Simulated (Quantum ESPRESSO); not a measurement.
# Pb in Quantum ESPRESSO: convergence with k mesh

Crystal: Pb.

```
Pb
1.0
    -1.97966    1.97966    1.97966
     1.97966   -1.97966    1.97966
     1.97966    1.97966   -1.97966
Pb
1
Direct
  0.00000 0.00000 0.00000
```

This isn't the form of Pb at room conditions, which is fcc.

| Property | Result |
| --- | --- |
| Program | Quantum ESPRESSO 7.5 |
| Task | single point |
| Functional | PBE |
| Potentials or basis | PseudoDojo 0.4 SR PBE stringent |
| Cutoff | 1225 eV |
| Density cutoff | 4898 eV |
| k mesh | 1 × 1 × 1 |
| Occupations | cold, width 0.136 eV |
| Spin | no spin polarisation |

These are the settings of the first run; the series varies k mesh, with any setting tied to it.

Hardware: 1 thread of Arm Neoverse V1, with other jobs on the host.

| k mesh | energy less the tightest run, at zero smearing (meV/atom) | pressure (GPa) | SCF cycles | CPU time (s) | peak memory (GiB) |
| --- | --- | --- | --- | --- | --- |
| 1 × 1 × 1 | 11251.98 | 55.38 | 8 | 1.4 | 0.06 |
| 3 × 3 × 3 | 120.44 | 0.59 | 8 | 3.6 | 0.06 |
| 4 × 4 × 4 | 203.01 | -0.02 | 8 | 6.6 | 0.07 |
| 5 × 5 × 5 | 64.85 | 2.89 | 8 | 7.8 | 0.07 |
| 7 × 7 × 7 | -22.34 | 0.49 | 8 | 15 | 0.08 |
| 8 × 8 × 8 | -20.52 | 1.32 | 8 | 22 | 0.08 |
| 9 × 9 × 9 | 20.35 | 0.77 | 8 | 25 | 0.09 |
| 11 × 11 × 11 | -1.85 | 1.21 | 8 | 40 | 0.11 |
| 13 × 13 × 13 | 0.00 | 1.16 | 8 | 60 | 0.13 |

Against the tightest run, the pressure stays within 0.1 GPa from 11 × 11 × 11 on. Not settled before the last step: the energy (to 1 meV/atom). Meshes of other sizes hit other points, so gaps and Fermi surfaces needn't settle smoothly. The tightest run that finished is the yardstick and may itself not be fully converged.

The run has no spin-orbit coupling, so splittings on Pb are missing.
